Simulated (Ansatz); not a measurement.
# Sb (R-3m) in Ansatz: further runs

Runs on Sb. Level: PBE. Tasks: single point, equation of state.

Everything below comes from runs of Ansatz 0.2.0. Logs are shortened: lines on timing, memory, paths and dates and some standing lists are left out, and cuts for length are marked.

### 1 The crystal as given

It takes space group R-3m (No. 166, trigonal). Conventional cell: a = 4.308 Å, b = 4.308 Å, c = 11.274 Å, α = 90.00°, β = 90.00°, γ = 120.00°. Around Sb (site symmetry 3m) lie 3 Sb at 2.91 Å.

### 2 Single point, PBE, 28.39 Å³/atom (volume scaled by 0.94)

Contents of input.yaml:

```yaml
crystal:
  lattice:
    - [2.1102243954, 1.2183386227, 3.6812845966]
    - [-2.1102243954, 1.2183386227, 3.6812845966]
    - [0.0, -2.4366772455, 3.6812845966]
  atoms:
    - { symbol: Sb, position: [0.76651, 0.76651, 0.76651] }
    - { symbol: Sb, position: [0.23349, 0.23349, 0.23349] }
hamiltonian:
  xc: pbe
  pseudopotentials: { kind: paw }
kpoints:
  mp_grid: { grid: [8, 8, 8] }
scf:
  occupations: { method: fermi_dirac, width: 0.05 }
output:
  forces: true
  stress: true
  eigenvalues: true
```

Potentials or basis: Ansatz PAW.

Run with:

```bash
> ansatz run input.yaml --threads 2 --pin off --max-ram 5120MiB --backend cpu --events-out ev --progress --plain --runs-dir out
```

Log:

```text
Warning: RAYON_NUM_THREADS=2 ignored (pool sized by the plan → 2); use --threads N
Engine: ansatz 0.2.0, aarch64-unknown-linux-gnu
Pseudopotentials: kind: paw
Pseudopotential: Sb, paw, valence charge 15, recommended cutoff 420 eV (normal), Sb.paw.azcp
Functional definition: PBE
  parameter kappa = 0.804
  parameter beta = 0.06672455060314922
  exchange = pbe_x(kappa = kappa, mu = beta*pi^2/3)
  correlation = pbe_c(beta = beta)
Crystal: 2 atoms, lattice volume = 56.787 Å³
Basis set: ecut = 420 eV, 1111 PW (Γ), exchange–correlation on 60×60×60 points (8 copies of the dense FFT grid, shifted against one another)
Bands: 19, of which v1, the nominal top of the filled ones, is band 15 counted from 1 (14 counted from 0)
Symmetry: 12 space group operations
Space group: R-3m (ITA 166), of the structure as read, at distance tolerance 3.8e-5 Å
k-points: 65 of 512
Non-local potential: Sb, projectors of the file, l = 0: 2, l = 1: 2, l = 2: 2, l = 3: 2
PAW form: soft (Blöchl's): semilocal exchange-correlation on the pseudo side does not see the compensation charge
PAW one-centre angular grid: Sb, 590 points (default); XC on 64 Gauss nodes
Initial density: superposition of atomic densities (neutral atoms: chi_scale 0, normalization atom), corrected by the library's trained network
Initial wavefunctions: pseudopotential atomic-orbital guess
Functional: x = pbe(κ = 0.804, μ = 0.2195149727645171), c = pbe(β = 0.06672455060314922)
SCF iter   1: F=—  HF=-12968.854066 eV  |F-HF|=—  |Δ(HF+E_count)|=         —  Δρ=1.60e-3  dr2=1.57e-3  ethr=1.77e-3  ⟨swp⟩=6.4  Hψ=6560  notcnv=0
preconditioner: auto → Kerker (q_TF=auto, 2.453 Å⁻¹)  [metal: Δε(μ)=0.014 eV  Ē_g=8.995 eV  σ=0.050 eV  W_gap=0.07  n_scr=14 (ndim 8)  ℏωp=15.6 eV  f_vac=0.000  D(μ)=0.37/eV (n_scr^D=0)]
SCF iter   2: F=—  HF=-12968.852841 eV  |F-HF|=—  |Δ(HF+E_count)|=   1.22e-3  Δρ=9.91e-4  dr2=4.73e-4  ethr=5.23e-6  ⟨swp⟩=2.0  Hψ=2709  notcnv=0
SCF iter   3: F=—  HF=-12968.852849 eV  |F-HF|=—  |Δ(HF+E_count)|=   8.10e-6  Δρ=4.06e-4  dr2=9.39e-5  ethr=1.58e-6  ⟨swp⟩=2.7  Hψ=2233  notcnv=0
SCF iter   4: F=—  HF=-12968.852866 eV  |F-HF|=—  |Δ(HF+E_count)|=   1.71e-5  Δρ=1.48e-4  dr2=1.26e-5  ethr=3.13e-7  ⟨swp⟩=2.4  Hψ=1702  notcnv=0
SCF iter   5: F=—  HF=-12968.852865 eV  |F-HF|=—  |Δ(HF+E_count)|=   1.11e-6  Δρ=4.38e-5  dr2=1.67e-6  ethr=4.21e-8  ⟨swp⟩=2.2  Hψ=2137  notcnv=0
SCF iter   6: F=—  HF=-12968.852866 eV  |F-HF|=—  |Δ(HF+E_count)|=   4.74e-7  Δρ=2.30e-5  dr2=2.00e-7  ethr=5.57e-9  ⟨swp⟩=2.0  Hψ=2214  notcnv=0
SCF iter   7: F=-12968.852866 eV  HF=-12968.852866 eV  |F-HF|=1.78e-8  |Δ(HF+E_count)|=   2.66e-8  Δρ=8.01e-6  dr2=2.89e-8  ethr=3.33e-10  ⟨swp⟩=4.8  Hψ=4135  notcnv=0
SCF 1 converged in 7 iterations: F = -12968.852866 eV  dr2 = 2.89e-8
SCF converged after 7 iterations
Free energy (F): -12968.852866 eV
Harris-Foulkes:  -12968.852866 eV  (|F-HF|=1.78e-8)
Internal energy: -12968.849869 eV  (E = F + TS)
E sigma→0 (E₀):  -12968.851367 eV
Entropy (-TS):   -0.002997 eV (-1.498 meV/atom)
Fermi energy:    11.182653 eV
--- Per-component energies (eV) ---
  E_band       = -313.101350
  E_kinetic    = 416.213732
  E_local      = -3099.001486  (includes V_loc(G=0)·N_el)
  E_nonlocal   = 724.938144
  E_hartree    = 1413.988318
  E_xc         = -277.978736
  E_vxc        = -193.979701  (∫ρ·V_xc dr)
  E_paw        = -9150.979140  (= ΣΔE_a)
  E_vpaw       = -989.256667  (= ΣTr[D̂ρ^β])
  E_aug_tail   = -0.000003  (compensation charges beyond the density's cutoff)
  E_ewald      = -2996.030697
  E_smearing   = -0.002997  (= −TS)
  E_closure    = 0.000000  (closes the sum)
  Σ components = -12968.852866   (vs F -12968.852866, Δ=0.00e0)
--- Forces (eV/Å), atoms counted from 1 ---
  atom   1  Sb     0.00000000     0.00000000    -0.51607877
  atom   2  Sb     0.00000000    -0.00000000     0.51607877
  max |Σ_I F_I| component: 3.47e-17 eV/Å
--- Stress (GPa, compression-positive) ---
        7.550221       0.000000       0.000000
        0.000000       7.550221       0.000000
        0.000000       0.000000       6.200245
  P = ⅓ Tr σ = 7.1002 GPa (71.002 kbar)
--- Band table (eV; the first three rows and the last of 65) ---
  k-point 0: bands = ["-18.5112", "-18.5112", "-18.4033", "-18.4033", "-18.3760", "-18.2627", "-18.2627", "-18.2581", "-18.1670", "-18.1670", "-2.1635", "6.5897", "8.8372", "9.1490", "9.1490", "13.1823", "13.8695", "13.8695", "16.1607"]
  k-point 1: bands = ["-18.5036", "-18.5004", "-18.3996", "-18.3969", "-18.3711", "-18.2678", "-18.2667", "-18.2625", "-18.1780", "-18.1752", "-1.9792", "5.6918", "8.8807", "9.1027", "9.5285", "13.1009", "13.4240", "13.4420", "15.5609"]
  k-point 2: bands = ["-18.4832", "-18.4698", "-18.3905", "-18.3793", "-18.3567", "-18.2837", "-18.2823", "-18.2700", "-18.2073", "-18.1968", "-1.4310", "4.0296", "8.9014", "9.0215", "10.0315", "12.3756", "12.4795", "12.5357", "15.9677"]
  k-point 64: bands = ["-18.4506", "-18.4506", "-18.3801", "-18.3801", "-18.3503", "-18.2812", "-18.2797", "-18.2797", "-18.2335", "-18.2335", "-0.4929", "1.7840", "9.6545", "9.6545", "10.7092", "11.1269", "11.1269", "12.3092", "18.2342"]
```

Wall time 1.9 s (2 threads of Arm Neoverse V1, shared host); peak memory 0.34 GiB.

Results:

* Free energy: -12968.8529 eV
* Pressure: 7.1 GPa
* Largest force: 0.516 eV/Å
* Band gap on the k mesh: none (metal or under the smearing width)

### 3 Single point, PBE, 29.00 Å³/atom (volume scaled by 0.96)

Changes to input.yaml since step 2:

```diff
@@ -2,5 +2,5 @@
   lattice:
-    - [2.1102243954, 1.2183386227, 3.6812845966]
-    - [-2.1102243954, 1.2183386227, 3.6812845966]
-    - [0.0, -2.4366772455, 3.6812845966]
+    - [2.1250856202, 1.2269187549, 3.7072099901]
+    - [-2.1250856202, 1.2269187549, 3.7072099901]
+    - [0.0, -2.4538375098, 3.7072099901]
   atoms:
@@ -19 +19,5 @@
   eigenvalues: true
+  write_density: true
+  write_potential: true
+  elf: true
+  volumetric_format: npy
```

Potentials or basis: Ansatz PAW.

Run with:

```bash
> ansatz run input.yaml --threads 2 --pin off --max-ram 5120MiB --backend cpu --events-out ev --progress --plain --runs-dir out
```

It took 2.7 s on 2 threads of Arm Neoverse V1, shared host; peak memory 0.35 GiB.

The run converged. Its results:

```
Free energy            : -12968.9001 eV
Pressure               : 5.5 GPa
Largest force          : 0.389 eV/Å
Band gap on the k mesh : none (metal or under the smearing width)
```

### 4 Single point, PBE, 29.60 Å³/atom (volume scaled by 0.98)

Contents of input.yaml:

```yaml
crystal:
  lattice:
    - [2.1397418462, 1.2353805309, 3.7327777635]
    - [-2.1397418462, 1.2353805309, 3.7327777635]
    - [0.0, -2.4707610619, 3.7327777635]
  atoms:
    - { symbol: Sb, position: [0.76651, 0.76651, 0.76651] }
    - { symbol: Sb, position: [0.23349, 0.23349, 0.23349] }
hamiltonian:
  xc: pbe
  pseudopotentials: { kind: paw }
kpoints:
  mp_grid: { grid: [8, 8, 8] }
scf:
  occupations: { method: fermi_dirac, width: 0.05 }
output:
  forces: true
  stress: true
  eigenvalues: true
```

Run with:

```bash
> ansatz run input.yaml --threads 2 --pin off --max-ram 5120MiB --backend cpu --events-out ev --progress --plain --runs-dir out
```

Run time: 2 s. Hardware: 2 threads of Arm Neoverse V1, shared host; peak memory 0.35 GiB.

It converged, with:

```yaml
Free_energy: -12968.9357 eV
Pressure: 4.0 GPa
Largest_force: 0.271 eV/Å
Band_gap_on_the_k_mesh: none (metal or under the smearing width)
```

### 5 Single point, PBE, 30.21 Å³/atom

Changes to input.yaml since step 4:

```diff
@@ -2,5 +2,5 @@
   lattice:
-    - [2.1397418462, 1.2353805309, 3.7327777635]
-    - [-2.1397418462, 1.2353805309, 3.7327777635]
-    - [0.0, -2.4707610619, 3.7327777635]
+    - [2.1542, 1.2437279499, 3.758]
+    - [-2.1542, 1.2437279499, 3.758]
+    - [0.0, -2.4874558998, 3.758]
   atoms:
```

Run with:

```bash
> ansatz run input.yaml --threads 2 --pin off --max-ram 5120MiB --backend cpu --events-out ev --progress --plain --runs-dir out
```

It took 2 s on 2 threads of Arm Neoverse V1, shared host; peak memory 0.35 GiB.

Results (log left out):

- Free energy: -12968.9609 eV
- Pressure: 2.7 GPa
- Largest force: 0.159 eV/Å
- Band gap on the k mesh: none (metal or under the smearing width)

### 6 Single point, PBE, 30.81 Å³/atom (volume scaled by 1.02)

Changes to input.yaml since step 5:

```diff
@@ -2,5 +2,5 @@
   lattice:
-    - [2.1542, 1.2437279499, 3.758]
-    - [-2.1542, 1.2437279499, 3.758]
-    - [0.0, -2.4874558998, 3.758]
+    - [2.1684666409, 1.2519647989, 3.7828881425]
+    - [-2.1684666409, 1.2519647989, 3.7828881425]
+    - [0.0, -2.5039295978, 3.7828881425]
   atoms:
@@ -19 +19,5 @@
   eigenvalues: true
+  write_density: true
+  write_potential: true
+  elf: true
+  volumetric_format: npy
```

Potentials or basis: Ansatz PAW.

Run with:

```bash
> ansatz run input.yaml --threads 2 --pin off --max-ram 5120MiB --backend cpu --events-out ev --progress --plain --runs-dir out
```

It took 2.8 s on 2 threads of Arm Neoverse V1, shared host; peak memory 0.36 GiB.

It converged, with:

```
Free energy            : -12968.9767 eV
Pressure               : 1.5 GPa
Largest force          : 0.056 eV/Å
Band gap on the k mesh : none (metal or under the smearing width)
```

### 7 Single point, PBE, 31.41 Å³/atom (volume scaled by 1.04)

Contents of input.yaml:

```yaml
crystal:
  lattice:
    - [2.1825479877, 1.2600946682, 3.8074530396]
    - [-2.1825479877, 1.2600946682, 3.8074530396]
    - [0.0, -2.5201893365, 3.8074530396]
  atoms:
    - { symbol: Sb, position: [0.76651, 0.76651, 0.76651] }
    - { symbol: Sb, position: [0.23349, 0.23349, 0.23349] }
hamiltonian:
  xc: pbe
  pseudopotentials: { kind: paw }
kpoints:
  mp_grid: { grid: [8, 8, 8] }
scf:
  occupations: { method: fermi_dirac, width: 0.05 }
output:
  forces: true
  stress: true
  eigenvalues: true
```

Run with:

```bash
> ansatz run input.yaml --threads 2 --pin off --max-ram 5120MiB --backend cpu --events-out ev --progress --plain --runs-dir out
```

It took 2.1 s on 2 threads of Arm Neoverse V1, shared host; peak memory 0.35 GiB.

Results (log left out):

```
Free energy            : -12968.9840 eV
Pressure               : 0.5 GPa
Largest force          : 0.040 eV/Å
Band gap on the k mesh : none (metal or under the smearing width)
```

### 8 Single point, PBE, 32.02 Å³/atom (volume scaled by 1.06)

Changes to input.yaml since step 7:

```diff
@@ -2,5 +2,5 @@
   lattice:
-    - [2.1825479877, 1.2600946682, 3.8074530396]
-    - [-2.1825479877, 1.2600946682, 3.8074530396]
-    - [0.0, -2.5201893365, 3.8074530396]
+    - [2.1964499421, 1.2681209653, 3.8317049867]
+    - [-2.1964499421, 1.2681209653, 3.8317049867]
+    - [0.0, -2.5362419306, 3.8317049867]
   atoms:
```

Run with:

```bash
> ansatz run input.yaml --threads 2 --pin off --max-ram 5120MiB --backend cpu --events-out ev --progress --plain --runs-dir out
```

Wall time 2.3 s (2 threads of Arm Neoverse V1, shared host); peak memory 0.35 GiB.

It converged, with:

```yaml
Free_energy: -12968.9838 eV
Pressure: -0.5 GPa
Largest_force: 0.129 eV/Å
Band_gap_on_the_k_mesh: none (metal or under the smearing width)
```

### 9 Equation of state, PBE

Potentials or basis: Ansatz PAW.

This step only gathers the single runs of the series.

Results:

| Quantity | Value |
| --- | --- |
| Equilibrium volume | 31.70 Å³/atom |
| Bulk modulus at fixed shape and positions | 50 GPa |
| Pressure derivative of the bulk modulus | 4.6 |

Energy against volume, from the lowest point:
| volume (Å³/atom) | energy (meV/atom) |
| --- | --- |
| 28.393 | 65.59 |
| 28.998 | 41.96 |
| 29.602 | 24.16 |
| 30.206 | 11.58 |
| 30.810 | 3.69 |
| 31.414 | 0.00 |
| 32.018 | 0.11 |

Caveat: the cell was scaled at fixed shape and fractional positions, which overstates the stiffness of a crystal with free parameters, most of all of layers and chains.
